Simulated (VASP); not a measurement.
# SiC (Moissanite 6H): NMR shieldings, part 2 of 3

Aim: NMR shielding tensors and field gradients of SiC (Moissanite 6H). The cell has space group P6_3mc. The start is a cell from a database of measured crystal structures.

VASP 6.6.1, plane waves and PAW; the level of theory is named at each step.

So far. Step 2 (Ground state): The cell has a gap of 1.97 eV on this mesh and a pressure of -5.7 GPa, which holds the misfit of the given cell and coordinates with this functional, and any error of cutoff, mesh and data sets. Forces of up to 0.14 eV/Å remain in these settings, with PBE data sets under LDA.

The database entry behind the starting cell differs from later determinations by our own check (an axis about 0.5 % long against later determinations), so it need not match the best structure at ambient conditions.

## 3. Shielding tensors

This step: chemical shifts by linear response (GIPAW), LDA; plane waves and PAW (Si, C) (VASP 6.6.1).

LCHIMAG computes the induced currents by linear response. It needs tightly converged orbitals and a cutoff well above the default; LEFG adds the field gradients at no cost.

INCAR

```
SYSTEM = SiC
PREC = Accurate
ENCUT = 520
EDIFF = 1E-08
NELM = 100
ISMEAR = 0
SIGMA = 0.01
LREAL = Auto
ALGO = Normal
GGA = CA
NBANDS = 36
LWAVE = .FALSE.
LCHARG = .FALSE.
KPAR = 4
LCHIMAG = .TRUE.
LEFG = .TRUE.
DQ = 0.001
ICHIBARE = 1
LNMR_SYM_RED = .TRUE.
```

POSCAR

```
SiC
1.0
    3.0950000000      0.0000000000      0.0000000000
   -1.5475000000      2.6803486247      0.0000000000
    0.0000000000      0.0000000000     15.1700000000
Si C
6 6
Direct
    0.6666666667      0.3333333333      0.4583000000
    0.3333333333      0.6666666667      0.9583000000
    0.6666666667      0.3333333333      0.7917000000
    0.3333333333      0.6666666667      0.2917000000
    0.0000000000      0.0000000000      0.6250000000
    0.0000000000      0.0000000000      0.1250000000
    0.6666666667      0.3333333333      0.3333000000
    0.3333333333      0.6666666667      0.8333000000
    0.6666666667      0.3333333333      0.6667000000
    0.3333333333      0.6666666667      0.1667000000
    0.0000000000      0.0000000000      0.5000000000
    0.0000000000      0.0000000000      0.0000000000
```

KPOINTS

```
Automatic mesh
0
Gamma
9 9 2
0 0 0
```

The projector-augmented-wave data sets are Si and C (LDA family, release 64).

Command:

```bash
$ mpirun -np 4 vasp_std
```

The log of the run:

```text
[banner, memory and clock lines left out]
running    4 mpi-ranks, on    1 nodes
 distrk:  each k-point on    1 cores,    4 groups
 distr:  one band on    1 cores,    1 groups

 POSCAR found type information on POSCAR SiC
 POSCAR found :  2 types and      12 ions
 LDA part: xc-table for (Slater(with rela. corr.)+CA(PZ))
 , standard interpolation
 POSCAR, INCAR and KPOINTS ok, starting setup
 FFT: planning ... GRIDC
 FFT: planning ... GRID_SOFT
 FFT: planning ... GRID
 WAVECAR not read
 entering main loop
       N       E                     dE             d eps       ncg     rms          rms(c)
DAV:   1     0.115558548903E+03    0.11556E+03   -0.21776E+04  1728   0.121E+03
DAV:   2    -0.995969096467E+02   -0.21516E+03   -0.20096E+03  2268   0.206E+02
DAV:   3    -0.111550261877E+03   -0.11953E+02   -0.11868E+02  2280   0.467E+01
DAV:   4    -0.111743073335E+03   -0.19281E+00   -0.19237E+00  2216   0.689E+00
DAV:   5    -0.111747387521E+03   -0.43142E-02   -0.43099E-02  2256   0.980E-01    0.218E+01
DAV:   6    -0.100236422265E+03    0.11511E+02   -0.34948E+01  2132   0.216E+01    0.999E+00
DAV:   7    -0.999092223355E+02    0.32720E+00   -0.32699E+00  2328   0.691E+00    0.400E+00
DAV:   8    -0.998059658078E+02    0.10326E+00   -0.21207E-01  2108   0.182E+00    0.143E+00
DAV:   9    -0.997872140419E+02    0.18752E-01   -0.32093E-02  2132   0.791E-01    0.177E-01
DAV:  10    -0.997873757057E+02   -0.16166E-03   -0.16651E-03  2156   0.186E-01    0.975E-02
DAV:  11    -0.997873932757E+02   -0.17570E-04   -0.73858E-05  2220   0.456E-02    0.247E-02
DAV:  12    -0.997873834122E+02    0.98636E-05   -0.22233E-05  2124   0.194E-02    0.139E-02
DAV:  13    -0.997873826341E+02    0.77804E-06   -0.40061E-06  2168   0.803E-03    0.220E-03
DAV:  14    -0.997873826491E+02   -0.14959E-07   -0.36214E-07  2292   0.319E-03    0.283E-03
DAV:  15    -0.997873826441E+02    0.49786E-08   -0.15451E-07  2120   0.163E-03    0.660E-04
DAV:  16    -0.997873826580E+02   -0.13953E-07   -0.11866E-08  1244   0.473E-04    0.573E-04
DAV:  17    -0.997873826620E+02   -0.39745E-08   -0.21868E-09  1248   0.225E-04
ion   1
     0.0000000    -0.0000000    -0.0000000    -0.0877654    -0.0000000     0.0000000
     0.0000353    -0.0000000    -0.0000000    -0.0877654    -0.0000000     0.0000000
     0.0000487    -0.0000000    -0.0000000    -0.0877654    -0.0000000     0.0000000
     0.0000670    -0.0000000    -0.0000000    -0.0877654    -0.0000000     0.0000000
     0.0000923    -0.0000000    -0.0000000    -0.0877654    -0.0000000     0.0000000

     0.0000000    -0.0000000    -0.0000000    -1.1527029     0.0000000     0.0000000
     0.0000353    -0.0000000    -0.0000000    -1.1527009     0.0000000     0.0000000
     0.0000487    -0.0000000    -0.0000000    -1.1526997     0.0000000     0.0000000
     0.0000670    -0.0000000    -0.0000000    -1.1526977     0.0000000     0.0000000
     0.0000923    -0.0000000    -0.0000000    -1.1526944     0.0000000     0.0000000

ion   2
     0.0000000    -0.0000000     0.0000000    -0.0877654    -0.0000000     0.0000000
     0.0000353    -0.0000000     0.0000000    -0.0877654    -0.0000000     0.0000000
     0.0000487    -0.0000000     0.0000000    -0.0877654    -0.0000000     0.0000000
     0.0000670    -0.0000000     0.0000000    -0.0877654    -0.0000000     0.0000000
     0.0000923    -0.0000000     0.0000000    -0.0877654    -0.0000000     0.0000000

     0.0000000    -0.0000000     0.0000000    -1.1527029    -0.0000000     0.0000000
     0.0000353    -0.0000000     0.0000000    -1.1527009    -0.0000000     0.0000000
     0.0000487    -0.0000000     0.0000000    -1.1526997    -0.0000000     0.0000000
     0.0000670    -0.0000000     0.0000000    -1.1526977    -0.0000000     0.0000000
     0.0000923    -0.0000000     0.0000000    -1.1526944    -0.0000000     0.0000000

ion   3
     0.0000000     0.0000000    -0.0000000    -0.0618852     0.0000000     0.0000000
     0.0000353     0.0000000    -0.0000000    -0.0618852     0.0000000     0.0000000
     0.0000487     0.0000000    -0.0000000    -0.0618852     0.0000000     0.0000000
     0.0000670     0.0000000    -0.0000000    -0.0618852     0.0000000     0.0000000
     0.0000923     0.0000000    -0.0000000    -0.0618852     0.0000000     0.0000000

     0.0000000     0.0000000    -0.0000000    -1.0074390     0.0000000     0.0000000
     0.0000353     0.0000000    -0.0000000    -1.0074372     0.0000000     0.0000000
     0.0000487     0.0000000    -0.0000000    -1.0074361     0.0000000     0.0000000
     0.0000670     0.0000000    -0.0000000    -1.0074343     0.0000000     0.0000000
     0.0000923     0.0000000    -0.0000000    -1.0074313     0.0000000     0.0000000

ion   4
     0.0000000     0.0000000     0.0000000    -0.0618852     0.0000000     0.0000000
     0.0000353     0.0000000     0.0000000    -0.0618852     0.0000000     0.0000000
     0.0000487     0.0000000     0.0000000    -0.0618852     0.0000000     0.0000000
     0.0000670     0.0000000     0.0000000    -0.0618852     0.0000000     0.0000000
     0.0000923     0.0000000     0.0000000    -0.0618852     0.0000000     0.0000000

     0.0000000     0.0000000     0.0000000    -1.0074390     0.0000000     0.0000000
     0.0000353     0.0000000     0.0000000    -1.0074372     0.0000000     0.0000000
     0.0000487     0.0000000     0.0000000    -1.0074361     0.0000000     0.0000000
     0.0000670     0.0000000     0.0000000    -1.0074343     0.0000000     0.0000000
     0.0000923     0.0000000     0.0000000    -1.0074313     0.0000000     0.0000000

ion   5
     0.0000000    -0.0000000    -0.0000000     0.0769728     0.0000000     0.0000000
     0.0000353    -0.0000000    -0.0000000     0.0769728     0.0000000     0.0000000
     0.0000487    -0.0000000    -0.0000000     0.0769728     0.0000000     0.0000000
     0.0000670    -0.0000000    -0.0000000     0.0769728     0.0000000     0.0000000
     0.0000923    -0.0000000    -0.0000000     0.0769728     0.0000000     0.0000000

     0.0000000    -0.0000000    -0.0000000     1.3877731     0.0000000     0.0000000
     0.0000353    -0.0000000    -0.0000000     1.3877706     0.0000000     0.0000000
     0.0000487    -0.0000000    -0.0000000     1.3877691     0.0000000     0.0000000
     0.0000670    -0.0000000    -0.0000000     1.3877666     0.0000000     0.0000000
     0.0000923    -0.0000000    -0.0000000     1.3877625     0.0000000     0.0000000

ion   6
     0.0000000    -0.0000000     0.0000000     0.0769728     0.0000000     0.0000000
     0.0000353    -0.0000000     0.0000000     0.0769728     0.0000000     0.0000000
     0.0000487    -0.0000000     0.0000000     0.0769728     0.0000000     0.0000000
[...]
DAV:   5     0.199626460421E+03   -0.71310E-09   -0.60180E-09  3464   0.358E-04
       N       E                     dE             d eps       ncg     rms
RMM:   1    -0.164811527670E+03   -0.16481E+03   -0.44625E+02  7011   0.474E+01
RMM:   2    -0.172384378552E+03   -0.75729E+01   -0.70299E+00  7163   0.846E+00
RMM:   3    -0.172681942069E+03   -0.29756E+00   -0.49938E-01  7187   0.146E+00
RMM:   4    -0.172702854128E+03   -0.20912E-01   -0.34280E-02  7191   0.362E-01
RMM:   5    -0.172704677745E+03   -0.18236E-02   -0.38441E-03  7235   0.936E-02
RMM:   6    -0.172704831321E+03   -0.15358E-03   -0.25233E-04  7165   0.244E-02
RMM:   7    -0.172704845296E+03   -0.13975E-04   -0.27606E-05  6032   0.696E-03
RMM:   8    -0.172704846602E+03   -0.13060E-05   -0.22433E-06  5202   0.199E-03
RMM:   9    -0.172704846732E+03   -0.13083E-06   -0.27532E-07  4719   0.653E-04
RMM:  10    -0.172704846745E+03   -0.12104E-07   -0.20378E-08  4159   0.269E-04
RMM:  11    -0.172704846746E+03   -0.11017E-08   -0.18984E-09  3764   0.178E-04
BDIR= 3  IDIR= 1  IQ=  0
DAV:   1     0.199653095143E+03    0.19965E+03   -0.30590E-10  2520   0.815E-05
DAV:   2     0.199653095143E+03   -0.68979E-10   -0.53944E-11  2440   0.337E-05
       N       E                     dE             d eps       ncg     rms
RMM:   1    -0.165091359199E+03   -0.16509E+03   -0.44766E+02  7014   0.474E+01
RMM:   2    -0.172695596473E+03   -0.76042E+01   -0.70594E+00  7163   0.847E+00
RMM:   3    -0.172994854972E+03   -0.29926E+00   -0.50306E-01  7188   0.146E+00
RMM:   4    -0.173015969482E+03   -0.21115E-01   -0.34663E-02  7189   0.363E-01
RMM:   5    -0.173017818365E+03   -0.18489E-02   -0.39185E-03  7222   0.941E-02
RMM:   6    -0.173017972992E+03   -0.15463E-03   -0.25440E-04  7152   0.244E-02
RMM:   7    -0.173017986895E+03   -0.13903E-04   -0.27035E-05  5975   0.691E-03
RMM:   8    -0.173017988219E+03   -0.13238E-05   -0.23395E-06  5161   0.200E-03
RMM:   9    -0.173017988347E+03   -0.12884E-06   -0.26556E-07  4674   0.646E-04
RMM:  10    -0.173017988360E+03   -0.12100E-07   -0.20563E-08  4115   0.269E-04
RMM:  11    -0.173017988361E+03   -0.11167E-08   -0.19325E-09  3721   0.178E-04
BDIR= 3  IDIR= 1  IQ=  1
DAV:   1     0.199679902824E+03    0.19968E+03   -0.26724E-02  4336   0.699E-01
DAV:   2     0.199679712100E+03   -0.19072E-03   -0.19072E-03  4384   0.191E-01
DAV:   3     0.199679709551E+03   -0.25492E-05   -0.25492E-05  4880   0.223E-02
DAV:   4     0.199679709524E+03   -0.26585E-07   -0.26559E-07  4432   0.251E-03
DAV:   5     0.199679709523E+03   -0.59296E-09   -0.61655E-09  3448   0.359E-04
       N       E                     dE             d eps       ncg     rms
RMM:   1    -0.165369486091E+03   -0.16537E+03   -0.44906E+02  7017   0.475E+01
RMM:   2    -0.173005248340E+03   -0.76358E+01   -0.70894E+00  7163   0.848E+00
RMM:   3    -0.173306230665E+03   -0.30098E+00   -0.50678E-01  7187   0.146E+00
RMM:   4    -0.173327551480E+03   -0.21321E-01   -0.35054E-02  7191   0.364E-01
RMM:   5    -0.173329428248E+03   -0.18768E-02   -0.40124E-03  7239   0.946E-02
RMM:   6    -0.173329582466E+03   -0.15422E-03   -0.25232E-04  7169   0.242E-02
RMM:   7    -0.173329596124E+03   -0.13658E-04   -0.26295E-05  6033   0.685E-03
RMM:   8    -0.173329597436E+03   -0.13118E-05   -0.23512E-06  5217   0.201E-03
RMM:   9    -0.173329597562E+03   -0.12571E-06   -0.25335E-07  4703   0.640E-04
RMM:  10    -0.173329597574E+03   -0.11981E-07   -0.20677E-08  4149   0.269E-04
RMM:  11    -0.173329597575E+03   -0.11124E-08   -0.19350E-09  3764   0.178E-04
BDIR= 3  IDIR= 2  IQ= -1
DAV:   1     0.199846701687E+03    0.19985E+03   -0.26730E-02  4368   0.699E-01
DAV:   2     0.199846509447E+03   -0.19224E-03   -0.19224E-03  4400   0.192E-01
DAV:   3     0.199846506874E+03   -0.25732E-05   -0.25732E-05  4848   0.226E-02
DAV:   4     0.199846506846E+03   -0.27572E-07   -0.27534E-07  4456   0.258E-03
DAV:   5     0.199846506846E+03   -0.54598E-09   -0.65701E-09  3540   0.371E-04
       N       E                     dE             d eps       ncg     rms
RMM:   1    -0.164796501057E+03   -0.16480E+03   -0.44507E+02  6929   0.476E+01
RMM:   2    -0.172581820094E+03   -0.77853E+01   -0.74137E+00  7021   0.859E+00
RMM:   3    -0.172899750379E+03   -0.31793E+00   -0.51217E-01  7050   0.148E+00
RMM:   4    -0.172921467899E+03   -0.21718E-01   -0.35548E-02  7062   0.369E-01
RMM:   5    -0.172923397422E+03   -0.19295E-02   -0.40200E-03  7088   0.963E-02
RMM:   6    -0.172923561553E+03   -0.16413E-03   -0.27984E-04  6850   0.253E-02
RMM:   7    -0.172923575773E+03   -0.14220E-04   -0.25626E-05  5718   0.707E-03
RMM:   8    -0.172923577204E+03   -0.14311E-05   -0.26383E-06  5020   0.215E-03
RMM:   9    -0.172923577358E+03   -0.15307E-06   -0.30354E-07  4566   0.702E-04
RMM:  10    -0.172923577373E+03   -0.14995E-07   -0.29073E-08  3986   0.288E-04
RMM:  11    -0.172923577374E+03   -0.12514E-08   -0.20217E-09  3528   0.180E-04
BDIR= 3  IDIR= 2  IQ=  0
DAV:   1     0.199653095143E+03    0.19965E+03   -0.30576E-10  2520   0.815E-05
DAV:   2     0.199653095143E+03    0.91234E-11   -0.52581E-11  2440   0.337E-05
       N       E                     dE             d eps       ncg     rms
RMM:   1    -0.164873533923E+03   -0.16487E+03   -0.44548E+02  6927   0.476E+01
RMM:   2    -0.172674650329E+03   -0.78011E+01   -0.74360E+00  7022   0.859E+00
RMM:   3    -0.172993811221E+03   -0.31916E+00   -0.51278E-01  7048   0.148E+00
RMM:   4    -0.173015832750E+03   -0.22022E-01   -0.36102E-02  7059   0.372E-01
RMM:   5    -0.173017807312E+03   -0.19746E-02   -0.41545E-03  7088   0.972E-02
RMM:   6    -0.173017972032E+03   -0.16472E-03   -0.27630E-04  6848   0.253E-02
RMM:   7    -0.173017986322E+03   -0.14290E-04   -0.26375E-05  5719   0.709E-03
RMM:   8    -0.173017987730E+03   -0.14084E-05   -0.25625E-06  5022   0.213E-03
RMM:   9    -0.173017987877E+03   -0.14694E-06   -0.28905E-07  4559   0.695E-04
RMM:  10    -0.173017987891E+03   -0.14266E-07   -0.26659E-08  3977   0.287E-04
RMM:  11    -0.173017987893E+03   -0.12715E-08   -0.22035E-09  3531   0.181E-04
BDIR= 3  IDIR= 2  IQ=  1
DAV:   1     0.199459857485E+03    0.19946E+03   -0.26639E-02  4380   0.699E-01
DAV:   2     0.199459665676E+03   -0.19181E-03   -0.19181E-03  4428   0.192E-01
DAV:   3     0.199459663127E+03   -0.25495E-05   -0.25495E-05  4832   0.226E-02
DAV:   4     0.199459663099E+03   -0.27655E-07   -0.27663E-07  4492   0.258E-03
DAV:   5     0.199459663099E+03   -0.64352E-09   -0.66267E-09  3524   0.370E-04
       N       E                     dE             d eps       ncg     rms
RMM:   1    -0.164949058516E+03   -0.16495E+03   -0.44589E+02  6931   0.476E+01
RMM:   2    -0.172765965246E+03   -0.78169E+01   -0.74583E+00  7021   0.860E+00
RMM:   3    -0.173086582876E+03   -0.32062E+00   -0.51580E-01  7047   0.148E+00
RMM:   4    -0.173108695810E+03   -0.22113E-01   -0.36320E-02  7058   0.372E-01
RMM:   5    -0.173110684808E+03   -0.19890E-02   -0.41924E-03  7090   0.972E-02
RMM:   6    -0.173110850785E+03   -0.16598E-03   -0.28075E-04  6848   0.253E-02
RMM:   7    -0.173110864963E+03   -0.14178E-04   -0.26138E-05  5722   0.704E-03
RMM:   8    -0.173110866342E+03   -0.13789E-05   -0.24944E-06  5029   0.210E-03
RMM:   9    -0.173110866486E+03   -0.14406E-06   -0.29054E-07  4558   0.685E-04
RMM:  10    -0.173110866499E+03   -0.13201E-07   -0.23996E-08  3969   0.279E-04
RMM:  11    -0.173110866501E+03   -0.11403E-08   -0.18779E-09  3525   0.178E-04
       N       E                     dE             d eps       ncg     rms
RLQ:   1    -0.298745572882E+00   -0.29875E+00   -0.49900E-01  4600   0.291E+00
RLQ:   2    -0.323308903416E+00   -0.24563E-01   -0.62901E-02  6675   0.694E-01
RLQ:   3    -0.324916218968E+00   -0.16073E-02   -0.20556E-03  6781   0.989E-02
RLQ:   4    -0.324993162906E+00   -0.76944E-04   -0.15098E-04  6750   0.190E-02
RLQ:   5    -0.324998554523E+00   -0.53916E-05   -0.90006E-06  6038   0.462E-03
RLQ:   6    -0.324999008167E+00   -0.45364E-06   -0.94228E-07  4871   0.126E-03
RLQ:   7    -0.324999047473E+00   -0.39305E-07   -0.74713E-08  4142   0.398E-04
RLQ:   8    -0.324999051292E+00   -0.38190E-08   -0.74146E-09  3435   0.192E-04
```

The job ended after 55 min (4 MPI ranks of AMD EPYC 7R43, shared host; peak memory 3.7 GiB; 3.3 h of CPU time).

[end of part 2 of 3]

[Lines on the potential files, build, host, timing and source positions are cut from VASP's logs without a mark.]

[Logs are printed without paths, hosts, clocks, repeated set-up lines and the standing remarks that a program may print on its own settings, such as how far it seeks lower states.]

[Hosts, paths, dates, database ids (printed as entryN), source tags and the programs' standing remarks are cut or masked in the printed files.]
